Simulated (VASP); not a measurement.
K:

```
K
1.0
    -7.83750    7.83750    7.83750
     7.83750   -7.83750    7.83750
     7.83750    7.83750   -7.83750
K
27
Direct
  0.00000 0.00000 0.00000
  0.00000 0.00000 0.33333
  0.00000 0.00000 0.66667
  0.00000 0.33333 0.00000
  0.00000 0.33333 0.33333
  0.00000 0.33333 0.66667
  0.00000 0.66667 0.00000
  0.00000 0.66667 0.33333
  0.00000 0.66667 0.66667
  0.33333 0.00000 0.00000
  0.33333 0.00000 0.33333
  0.33333 0.00000 0.66667
  0.33333 0.33333 0.00000
  0.33333 0.33333 0.33333
  0.33333 0.33333 0.66667
  0.33333 0.66667 0.00000
  0.33333 0.66667 0.33333
  0.33333 0.66667 0.66667
  0.66667 0.00000 0.00000
  0.66667 0.00000 0.33333
  0.66667 0.00000 0.66667
  0.66667 0.33333 0.00000
  0.66667 0.33333 0.33333
  0.66667 0.33333 0.66667
  0.66667 0.66667 0.00000
  0.66667 0.66667 0.33333
  0.66667 0.66667 0.66667
```

| Property | Result |
| --- | --- |
| Program | VASP 6.6.1 |
| Task | phonon dispersion |
| Functional | PBEsol |
| Potentials or basis | VASP PAW PBE potentials, release 64 (K_sv) |
| Cutoff | 520 eV |
| k mesh | 2 × 2 × 2 |
| Occupations | methfessel-paxton, width 0.1 eV |
| Spin | no spin polarisation |
| Long-range dipole term | no |
| Supercell matrix | [3, 0, 0, 0, 3, 0, 0, 0, 3] |
| Further INCAR settings | LREAL = Auto; ALGO = Normal; EDIFF = 1e-07; IBRION = 6; POTIM = 0.015; NSW = 1 |

Problem. Is this structure dynamically stable at this level, and how far does the spectrum reach?

Solution. Yes, as far as this q mesh shows: no mode on the path is imaginary. The highest frequency is 76 cm⁻¹.

Phonon frequencies at the corners of the path (cm⁻¹, interpolated; i marks imaginary ones):
```csv
point,frequencies
Γ,0 0 0
H,72 72 72
N,25 51 76
P,59 59 59
```

A q mesh this small can miss soft modes between its points.
